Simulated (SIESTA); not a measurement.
Crystal: CdTe.

```xyz
2
Lattice="0.0000 3.2050 3.2050 3.2050 0.0000 3.2050 3.2050 3.2050 0.0000" Properties=species:S:1:pos:R:3 pbc="T T T"
Te    4.8075    4.8075    4.8075
Cd    0.0000    0.0000    0.0000
```

| Property | Result |
| --- | --- |
| Program | SIESTA 5.4.2 |
| Task | relaxation of cell and atoms |
| Functional | PBE |
| Potentials or basis | PseudoDojo 0.4 standard (PBE files) |
| Basis | DZP (energy shift 0.002 Ry) |
| Grid cutoff | 1200 Ry |
| Energy shift | 0.002 Ry |
| k mesh | 5 × 5 × 5 |
| Occupations | fermi-dirac, width 0.05 eV |
| Spin | no spin polarisation |

At the start: pressure 4.7 GPa; volume 32.92 Å³/atom.

Problem. How do energy, volume and symmetry change on relaxing?

Solution. Over 4 steps the energy falls by 45.2 meV/atom and the volume is 36.35 Å³/atom (+10.4 %); space group F-43m (No. 216, to 0.05 Å).

Step by step:
```tsv
step	energy change (eV)	largest force (eV/Å)	pressure (GPa)	volume (Å³)
1	0.0000	0.0000	4.70	65.84
2	-0.0089	0.0000	4.44	66.16
3	-0.0900	0.0001	0.31	72.10
4	-0.0905	0.0001	-0.02	72.70
```

Final structure:
```xyz
2
Lattice="0.0001 3.3126 3.3126 3.3126 0.0001 3.3126 3.3126 3.3126 0.0001" Properties=species:S:1:pos:R:3 pbc="T T T"
Te    4.9689    4.9689    4.9689
Cd    0.0000    0.0000    0.0000
```

Caveat: semicore shells carry a single zeta, which can move pressures by several GPa and volumes by a few percent; the volume moved by +10 % from the deposited cell, more than functionals usually miss; the basis of atomic orbitals isn't converged, which shifts pressures, moduli and gaps.
